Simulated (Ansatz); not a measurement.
**NiO: equation of state with revPBE**

The system is NiO.

```xyz
2
Lattice="0.0000 2.0859 2.0859 2.0859 0.0000 2.0859 2.0859 2.0859 0.0000" Properties=species:S:1:pos:R:3 pbc="T T T"
Ni    0.0000    0.0000    0.0000
O     2.0859    2.0859    2.0859
```

| Quantity | Value |
| --- | --- |
| Program | Ansatz 0.2.0 |
| Task | equation of state |
| Functional | revPBE |
| Potentials or basis | Ansatz PAW |
| Cutoff | 420 eV |
| Density cutoff | 1680 eV |
| k mesh | 11 × 11 × 11 |
| Occupations | fermi-dirac, width 0.05 eV |
| Spin | collinear spin, ferromagnetic start |
| Starting moments | [1.0, 0.0] μB |

The equilibrium volume is 9.65 Å³/atom (rough: see the caveat) and the bulk modulus is 168 GPa (rough).

Energy against volume, from the lowest point:
```
volume (Å³/atom)  energy (meV/atom)
           8.531              79.00
           8.713              54.04
           8.894              34.24
           9.076              19.20
           9.257               8.77
           9.439               2.45
           9.620               0.00
```

All runs of the series together: 19 s on 2 threads of Arm Neoverse V1, on a shared host.

Caveat: the potentials were made for another functional, which shifts forces and pressure; the minimum lies outside the volumes run.
